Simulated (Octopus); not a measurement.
# WC: equation of state with PBEsol

The system is WC.

```
W C
1.0
     0.00000    2.19268    2.19268
     2.19268    0.00000    2.19268
     2.19268    2.19268    0.00000
W C
1 1
Cartesian
  0.0000 0.0000 0.0000
  2.1927 2.1927 2.1927
```

Measurements of this composition are mostly on another form, of space group No. 187.

```
Program                 : Octopus 16.4
Task                    : equation of state
Functional              : PBEsol
Potentials or basis     : pseudodojo_pbesol (PseudoDojo 0.4, PBEsol)
k mesh                  : 10 × 10 × 10
Occupations             : fermi-dirac, width 0.05 eV
Spin                    : no spin polarisation
Eigensolver             : chebyshev_filter
Volume scales           : [0.94, 0.96, 0.98, 1.0, 1.02, 1.04, 1.06]
k-point symmetries used : yes
ConvRelDens             : 3e-07
ExtraStates             : 8
DerivativesOrder        : 8
```

```yaml
Equilibrium_volume: "10.27 Å³/atom (rough: see the caveat)"
Bulk_modulus: 393 GPa (rough)
```

Energy against volume, from the lowest point:
| volume (Å³/atom) | energy (meV/atom) |
| --- | --- |
| 9.910 | 15.91 |
| 10.120 | 2.68 |
| 10.331 | 0.00 |
| 10.542 | 7.38 |
| 10.753 | 25.57 |
| 10.964 | 50.78 |
| 11.175 | 83.13 |

All runs of the series together: 40 min on 1 thread of Intel(R) Xeon(R) Platinum 8259CL CPU @ 2.50GHz (Skylake/Cascade Lake), on a shared host.

Caveat: the fit is doubtful: noisy points or a state that changes with volume; the number of grid points is fixed, so the spacing changes with the cell, which shifts volumes and moduli. Spin-orbit coupling is left out, which matters for the levels of W.
